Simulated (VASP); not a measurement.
# Ti (Im-3m) in VASP: notebook

Runs on Ti. Level: PBEsol. Tasks: single point, relaxation of cell and atoms.

All numbers are computed with VASP 6.6.1; they aren't measurements. Logs are shortened: lines on timing, memory, paths and dates and some standing lists are left out, and cuts for length are marked.

## (1) The structure

Symmetry: Im-3m, No. 229, cubic system. Conventional cell: a = 3.210 Å, b = 3.210 Å, c = 3.210 Å, α = 90.00°, β = 90.00°, γ = 90.00°. Around Ti (site symmetry m-3m) lie 8 Ti at 2.78 Å.

This isn't the form of Ti at room conditions, which is hcp.

## (2) Single point, PBEsol

Input file INCAR:

```
ALGO     = Normal         # electronic algorithm
EDIFF    = 1E-6           # SCF threshold, eV
ENCUT    = 520            # plane-wave cutoff, eV
GGA      = PS             # functional
ISIF     = 2              # what is computed and relaxed
ISMEAR   = 0              # smearing method
LASPH    = True           # aspherical terms in the spheres
LCHARG   = False          # write CHGCAR
LREAL    = False          # projectors in reciprocal space
LWAVE    = False          # write WAVECAR
NBANDS   = 12             # bands
NELM     = 100            # most SCF steps
PREC     = Accurate       # precision mode
SIGMA    = 0.1            # smearing width, eV
```

Input file KPOINTS:

```
k-points
0
Gamma
  18 18 18
```

Input file POSCAR:

```
Ti
1.0
   -1.6051160545      1.6051160545      1.6051160545
    1.6051160545     -1.6051160545      1.6051160545
    1.6051160545      1.6051160545     -1.6051160545
Ti
1
Direct
    0.0000000000      0.0000000000      0.0000000000
```

Potentials or basis: VASP PAW PBE potentials, release 64 (Ti_sv).

Started as:

```sh
$ cat potpaw_PBE.64/Ti_sv/POTCAR > POTCAR
$ mpirun -np 1 vasp_std > vasp.out
```

OUTCAR:

```text
EDIFF = 1E-6
   ENCUT = 520
   GGA = PS
   ISIF = 2
   ISMEAR = 0
   LASPH = True
   LREAL = False
   NELM = 100
   PREC = Accurate

 ion  position               nearest neighbor table
   1  0.000  0.000  0.000-

  LATTYP: Found a body centered cubic cell.
 ALAT       =     3.2102321090

  Lattice vectors:

 A1 = (  -1.6051160545,   1.6051160545,   1.6051160545)
 A2 = (   1.6051160545,  -1.6051160545,   1.6051160545)
 A3 = (   1.6051160545,   1.6051160545,  -1.6051160545)

Analysis of symmetry for initial positions (statically):
=====================================================================
 Subroutine PRICEL returns:
 Original cell was already a primitive cell.

 Routine SETGRP: Setting up the symmetry group for a
 body centered cubic supercell.

 Subroutine GETGRP returns: Found 48 space group operations
 (whereof 48 operations were pure point group operations)
 out of a pool of 48 trial point group operations.

The static configuration has the point symmetry O_h .

Analysis of symmetry for dynamics (positions and initial velocities):
=====================================================================
 Subroutine PRICEL returns:
 Original cell was already a primitive cell.

 Routine SETGRP: Setting up the symmetry group for a
 body centered cubic supercell.

 Subroutine GETGRP returns: Found 48 space group operations
 (whereof 48 operations were pure point group operations)
 out of a pool of 48 trial point group operations.

The dynamic configuration has the point symmetry O_h .

 Subroutine INISYM returns: Found 48 space group operations
 (whereof 48 operations are pure point group operations),
 and found     1 'primitive' translations

----------------------------------------------------------------------------------------

                                     Primitive cell

  volume of cell :      16.5417

  direct lattice vectors                    reciprocal lattice vectors
    -1.605116055  1.605116055  1.605116055     0.000000000  0.311503955  0.311503955
     1.605116055 -1.605116055  1.605116055     0.311503955  0.000000000  0.311503955
     1.605116055  1.605116055 -1.605116055     0.311503955  0.311503955  0.000000000

  length of vectors
     2.780142558  2.780142558  2.780142558     0.440533119  0.440533119  0.440533119

  position of ions in fractional coordinates (direct lattice)
     0.000000000  0.000000000  0.000000000

  ion indices of the primitive-cell ions
   primitive index   ion index
                 1           1

----------------------------------------------------------------------------------------

 KPOINTS: k-points

Automatic generation of k-mesh.
 Grid dimensions read from file:
 generate k-points for:   18   18   18

 Generating k-lattice:

  Cartesian coordinates                     Fractional coordinates (reciprocal lattice)
     0.000000000  0.017305775  0.017305775     0.055555556  0.000000000  0.000000000
     0.017305775  0.000000000  0.017305775     0.000000000  0.055555556  0.000000000
     0.017305775  0.017305775  0.000000000     0.000000000  0.000000000  0.055555556

  Length of vectors
     0.024474062  0.024474062  0.024474062

  Shift w.r.t. Gamma in fractional coordinates (k-lattice)
     0.000000000  0.000000000  0.000000000

 Subroutine IBZKPT returns following result:
 ===========================================

 Found    195 irreducible k-points:

 Following reciprocal coordinates:
            Coordinates               Weight
  0.000000  0.000000  0.000000      1.000000
  0.055556  0.000000  0.000000     12.000000
  0.111111  0.000000  0.000000     12.000000
  0.166667  0.000000  0.000000     12.000000
  0.222222  0.000000  0.000000     12.000000
  0.277778  0.000000  0.000000     12.000000
[... 16 lines left out ...]
  0.333333  0.111111  0.000000     48.000000
  0.388889  0.111111  0.000000     48.000000
 [... further k-points ...]
   k-points           NKPTS =    195   k-points in BZ     NKDIM =    195   number of bands    NBANDS=     12
   number of dos      NEDOS =    301   number of ions     NIONS =      1
   total plane-waves  NPLWV =  13824
   dimension x,y,z NGX =    24 NGY =   24 NGZ =   24
   dimension x,y,z NGXF=    48 NGYF=   48 NGZF=   48
   ions per type =               1
   NGX,Y,Z   is equivalent  to a cutoff of  14.35, 14.35, 14.35 a.u.
   NGXF,Y,Z  is equivalent  to a cutoff of  28.70, 28.70, 28.70 a.u.
 SYSTEM =  unknown system
   PREC   = accura    normal or accurate (medium, high low for compatibility)
   ISTART =      0    job   : 0-new  1-cont  2-samecut
   ICHARG =      2    charge: 1-file 2-atom 10-const
   ISPIN  =      1    spin polarized calculation?
   LNONCOLLINEAR =      F non collinear calculations
   LSORBIT =      F    spin-orbit coupling
   LASPH  =      T    aspherical Exc in radial PAW
   ENCUT  =  520.0 eV  38.22 Ry    6.18 a.u.   5.17  5.17  5.17*2*pi/ulx,y,z
   NELM   =    100;   NELMIN=  2; NELMDL= -5     # of ELM steps
   EDIFF  = 0.1E-05   stopping-criterion for ELM
   LREAL  =      F    real-space projection
   EDIFFG = 0.1E-04   stopping-criterion for IOM
   NSW    =      0    number of steps for IOM
   IBRION =     -1    ionic relax: 0-MD 1-quasi-New 2-CG
   NFREE  =      0    steps in history (QN), initial steepest desc. (CG)
   ISIF   =      2    stress and relaxation
   ISYM   =      2    0-nonsym 1-usesym 2-fastsym
   POTIM  = 0.5000    time-step for ionic-motion
   TEBEG  =    0.0;   TEEND  =   0.0 temperature during run
   PSTRESS=    0.0 pullay stress
   NELECT =      12.0000    total number of electrons
   NUPDOWN=      -1.0000    fix difference up-down
   EMIN   =  10.00;   EMAX   =-10.00  energy-range for DOS
   EFERMI =   0.00;   METHOD = LEGACY
   ISMEAR =     0;   SIGMA  =   0.10  broadening in eV -4-tet -1-fermi 0-gaus
   EFERMI_NEDOS =   21; number of points for ismear=-14 and -15
   IALGO  =     38    algorithm
   IMIX   =      4    mixing-type and parameters
     AMIX     =   0.40;   BMIX     =  1.00
     AMIX_MAG =   1.60;   BMIX_MAG =  1.00
  volume/ion in A,a.u.               =      16.54       111.63
  Fermi-wavevector in a.u.,A,eV,Ry     =   1.470987  2.779762 29.440321  2.163803
  Thomas-Fermi vector in A             =   2.586177
   LORBIT       =      0    0 simple, 1 ext, 2 COOP (PROOUT), +10 PAW based schemes
   GGA     = PS    functional components
   LHFCALC =     F    Hartree Fock is set to
   AEXX    =    0.0000 exact exchange contribution
   IVDW    =     0    specifies the selected vdW correction
   LEPSILON=     F    determine dielectric tensor
   LRPA    =     F    only Hartree local field effects (RPA)
 non-spin polarized calculation
 Gauss-broadening in eV      SIGMA  =   0.10
  energy-cutoff  :      520.00
  volume of cell :       16.54
 maximum number of plane-waves:       466
 NGX is ok and might be reduce to    24
   NGX = 11   NGY = 11   NGZ = 11

 number of electron      12.0000000 magnetization

 Free energy of the ion-electron system (eV)
  ---------------------------------------------------
  ext. energy  EPLUGINS =         0.00000000
  ---------------------------------------------------
  free energy    TOTEN  =        -8.24095683 eV

  energy without entropy =       -8.22994285  energy(sigma->0) =       -8.23544984

 E-fermi :   8.4683     XC(G=0): -11.8666

 val. band max:        8.4591423550   @ k =   0.3333   0.2222   0.0000
 cond. band min:       8.4713696686   @ k =  -0.4444   0.5000   0.1111
 fundamental gap:      0.0122273136
 Fermi energy:         8.4683347796

 k-point     1 :       0.0000    0.0000    0.0000
  band No.  band energies     occupation
      1     -47.7341      2.00000
      2     -23.6222      2.00000
      3     -23.6222      2.00000
      4     -23.6222      2.00000
      5       2.4154      2.00000
      6       9.4958      0.00000
      7       9.4958      0.00000
      8       9.4958      0.00000
      9      11.3777      0.00000
     10      11.3777      0.00000
     11      26.2389      0.00000
     12      26.2389      0.00000

 k-point     2 :       0.0556    0.0000    0.0000
  band No.  band energies     occupation
      1     -47.7292      2.00000
      2     -23.6474      2.00000
      3     -23.6298      2.00000
      4     -23.6223      2.00000
      5       2.5266      2.00000
      6       9.4434      0.00000
      7       9.4819      0.00000
      8       9.5783      0.00000
      9      11.3148      0.00000
     10      11.3807      0.00000
     11      26.1023      0.00000
     12      26.2384      0.00000

 k-point     3 :       0.1111    0.0000    0.0000
  band No.  band energies     occupation
      1     -47.7152      2.00000
      2     -23.7196      2.00000
      3     -23.6518      2.00000
      4     -23.6229      2.00000
      5       2.8516      2.00000
      6       9.2959      0.00000
      7       9.4212      0.00000
      8       9.8212      0.00000
      9      11.1712      0.00000
     10      11.3916      0.00000
     11      25.6467      0.00000
     12      26.1483      0.00000
[... 286 lines left out ...]
 k-point    23 :       0.3333    0.1111    0.0000
  band No.  band energies     occupation
      1     -47.5843      2.00000
      2     -24.3128      2.00000
      3     -23.8660      2.00000
      4     -23.6608      2.00000
      5       5.9846      2.00000
      6       8.1606      1.99999
      7       8.7821      0.00001
      8      11.2229      0.00000
      9      11.7958      0.00000
     10      12.9023      0.00000
     11      19.2148      0.00000
     12      22.3663      0.00000

 k-point    24 :       0.3889    0.1111    0.0000
  band No.  band energies     occupation
      1     -47.5708      2.00000
      2     -24.3688      2.00000
      3     -23.8924      2.00000
      4     -23.6618      2.00000
      5       6.1332      2.00000
      6       8.0679      2.00000
      7       9.0960      0.00000
      8      11.2980      0.00000
      9      11.8863      0.00000
     10      13.3748      0.00000
     11      18.1497      0.00000
     12      21.9957      0.00000

 [... further k-points ...]

------------------------ aborting loop because EDIFF is reached ----------------------------------------

  FORCE on cell =-STRESS in cart. coord.  units (eV):
  Direction    XX          YY          ZZ          XY          YZ          ZX
  --------------------------------------------------------------------------------------
  -------------------------------------------------------------------------------------
  Total       -0.0292033     -0.0292033     -0.0292033     -0.0000000      0.0000000     -0.0000000
  in kB       -2.8285458     -2.8285458     -2.8285458     -0.0000000      0.0000000     -0.0000000
  external PRESSURE =      -2.8285458 kB  Pullay stress =       0.0000000 kB

 VOLUME and BASIS-vectors are now :
 -----------------------------------------------------------------------------
  energy-cutoff  :      520.00
  volume of cell :       16.54
      direct lattice vectors                 reciprocal lattice vectors
    -1.605116055  1.605116055  1.605116055     0.000000000  0.311503955  0.311503955
     1.605116055 -1.605116055  1.605116055     0.311503955  0.000000000  0.311503955
     1.605116055  1.605116055 -1.605116055     0.311503955  0.311503955  0.000000000

 POSITION                                       TOTAL-FORCE (eV/Angst)
 -----------------------------------------------------------------------------------
      0.00000      0.00000      0.00000         0.000000     -0.000000     -0.000000
 -----------------------------------------------------------------------------------
    total drift:                               -0.000000      0.000000      0.000000

  FREE ENERGIE OF THE ION-ELECTRON SYSTEM (eV)
  ---------------------------------------------------
  free  energy   TOTEN  =        -8.2409568337 eV

  energy  without entropy=       -8.2299428456  energy(sigma->0) =       -8.23544984
```

Wall time 34 s (1 thread of AMD EPYC 7R13 (Zen 3), shared host); peak memory 0.13 GiB.

What came out:

- Free energy: -8.2410 eV
- Pressure: -0.3 GPa
- Band gap on the k mesh: none (metal or under the smearing width)

Caveat: the PAW data sets were made with another functional, which shifts forces and pressure a little.

## (3) Relaxation of cell and atoms, PBEsol

This run uses another cell than the first one, of 17.68 Å³/atom, 1.069 times its volume.

Input file INCAR:

```
  PREC = Accurate
  ENCUT = 600
  EDIFF = 1E-6
  ISMEAR = 0
  SIGMA = 0.1
  LREAL = F
  LASPH = T
  NELM = 100
  ALGO = Normal
  ISIF = 3
  LWAVE = F
  LCHARG = F
  GGA = PS
  IBRION = 2
  NSW = 100
  EDIFFG = -0.005
```

Input file KPOINTS:

```
Automatic mesh
0
Gamma
  18 18 18
```

Input file POSCAR:

```
Ti
1.0
   -1.6410000000      1.6410000000      1.6410000000
    1.6410000000     -1.6410000000      1.6410000000
    1.6410000000      1.6410000000     -1.6410000000
Ti
1
Direct
    0.0000000000      0.0000000000      0.0000000000
```

Potentials or basis: VASP PAW PBE potentials, release 64 (Ti_sv).

Started as:

```sh
$ cat potpaw_PBE.64/Ti_sv/POTCAR > POTCAR
$ mpirun -np 1 vasp_std > vasp.out
```

It took 1.7 min on 1 thread of AMD EPYC 7R13 (Zen 3), shared host; peak memory 0.15 GiB.

The run converged. Its results:

| Quantity | Value |
| --- | --- |
| Free energy | -8.2414 eV |
| Relaxed volume | 16.50 Å³/atom |
| Relaxed cell | a = 2.778 Å, b = 2.778 Å, c = 2.778 Å, α = 109.47°, β = 109.47°, γ = 109.47° |
| Space group after relaxing (to 0.05 Å) | Im-3m (No. 229) |
| Energy gained by relaxing | 26.8 meV/atom |
| Ionic steps | 3 |
| Pressure after relaxing | 0.0 GPa |
| Band gap on the k mesh | none (metal or under the smearing width) |

Step by step:
| step | energy change (eV) | largest force (eV/Å) | pressure (GPa) | volume (Å³) |
| --- | --- | --- | --- | --- |
| 1 | 0.0000 | 0.0000 | -6.92 | 17.68 |
| 2 | -0.0156 | 0.0000 | 5.24 | 15.79 |
| 3 | -0.0268 | 0.0000 | 0.01 | 16.50 |

Final structure:
```cif
data_structure
_symmetry_space_group_name_H-M 'P 1'
_symmetry_Int_Tables_number 1
_cell_length_a 2.7778
_cell_length_b 2.7778
_cell_length_c 2.7778
_cell_angle_alpha 109.471
_cell_angle_beta 109.471
_cell_angle_gamma 109.471
_cell_volume 16.50
loop_
_atom_site_label
_atom_site_type_symbol
_atom_site_fract_x
_atom_site_fract_y
_atom_site_fract_z
_atom_site_occupancy
Ti1 Ti 0.00000 0.00000 0.00000 1
```

Levels at points of the mesh, in eV from the Fermi level:
| k point | band 2 | band 3 | band 4 | band 5 | band 6 | band 7 | band 8 | band 9 | band 10 |
| --- | --- | --- | --- | --- | --- | --- | --- | --- | --- |
| (0.00, 0.00, 0.00) | -32.08 | -32.08 | -32.08 | -6.06 | 1.03 | 1.03 | 1.03 | 2.92 | 2.92 |
| (0.50, 0.00, 0.00) | -32.89 | -32.33 | -32.09 | -2.59 | -0.46 | 1.32 | 2.91 | 3.29 | 4.58 |
| (0.50, 0.50, 0.50) | -32.63 | -32.63 | -32.63 | -2.28 | -2.28 | 4.20 | 4.20 | 4.20 | 8.78 |

Caveat: the PAW data sets were made with another functional, which shifts forces and pressure a little.
